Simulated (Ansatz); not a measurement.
Runs of Ansatz 0.2.0 on Si2Ni. Symmetry: Fm-3m, No. 225, cubic system. The conventional cell has a = 5.406 Å, b = 5.406 Å, c = 5.406 Å, α = 90.00°, β = 90.00°, γ = 90.00°. Around Ni (site symmetry m-3m) lie 8 Si at 2.34 Å. Si (site symmetry -43m) is surrounded by 4 Ni at 2.34 Å. 

| task | level | spin | U | fixed moment (μB) | k mesh | hubbard projectors | double counting | gap on the mesh (eV) | pressure (GPa) | moment (μB) |
| --- | --- | --- | --- | --- | --- | --- | --- | --- | --- | --- |
| projected density of states | PBEsol+U | collinear, ferromagnetic start | Ni d U = 4 eV | - | 9 × 9 × 9 | ortho-atomic (the default) | fll (the default) | none | -1.2 | 0.00 |
| single point | PBEsol | collinear, ferromagnetic start | - | 0.8 | 7 × 7 × 7 | - | - | - | (a) | 0.80 |
| projected density of states | PBEsol+U | collinear, ferromagnetic start | Ni d U = 2 eV | - | 9 × 9 × 9 | ortho-atomic (the default) | fll (the default) | none | -1.1 | 0.00 |
| projected density of states | PBEsol+U | collinear, ferromagnetic start | Ni d U = 5 eV | - | 9 × 9 × 9 | ortho-atomic (the default) | fll (the default) | none | -1.2 | 0.00 |
| single point | PBEsol | collinear, ferromagnetic start | - | 1.0 | 7 × 7 × 7 | - | - | - | 2.5 | 1.00 |
| projected density of states | PBEsol+U | collinear, ferromagnetic start | Ni d U = 6 eV | - | 9 × 9 × 9 | ortho-atomic (the default) | fll (the default) | none | -1.2 | 0.00 |
| projected density of states | PBEsol | collinear, ferromagnetic start | - | - | 9 × 9 × 9 | - | - | none | -0.9 | 0.00 |
| projected density of states | PBEsol+U | collinear, ferromagnetic start | Ni d U = 8 eV | - | 9 × 9 × 9 | ortho-atomic (the default) | fll (the default) | none | -1.2 | 0.00 |
| single point | PBEsol | collinear, program default start | - | 0.0 | 7 × 7 × 7 | - | - | - | -1.6 | 0.00 |
| projected density of states | PBEsol+U | collinear, ferromagnetic start | Ni d U = 3 eV | - | 9 × 9 × 9 | ortho-atomic (the default) | fll (the default) | none | -1.1 | 0.00 |
| single point | PBEsol | collinear, ferromagnetic start | - | 2.0 | 7 × 7 × 7 | - | - | - | 10.3 | 2.00 |
| single point | PBEsol | collinear, ferromagnetic start | - | 0.2 | 7 × 7 × 7 | - | - | - | -1.6 | 0.20 |

Alike in all rows: potentials or basis Ansatz PAW; cell as given; cutoff (eV) 420; smearing fermi-dirac 0.05 eV.

Problem. Fill in the values left out.

Solution. (a) 1.3.

Caveats: the PAW data sets come from PBE, with cores solved anew for the run's functional, which leaves a small shift of forces and pressure; the starting moments weren't kept (some runs); the magnetic or orbital state may not be the lowest (some runs); the U is typed as a test and isn't derived for this compound (some runs); the total moment is fixed, so each spin has its own Fermi level (some runs); the thresholds are loose for stress (some runs).

A gap of «none» marks a metal or a gap under the smearing width.
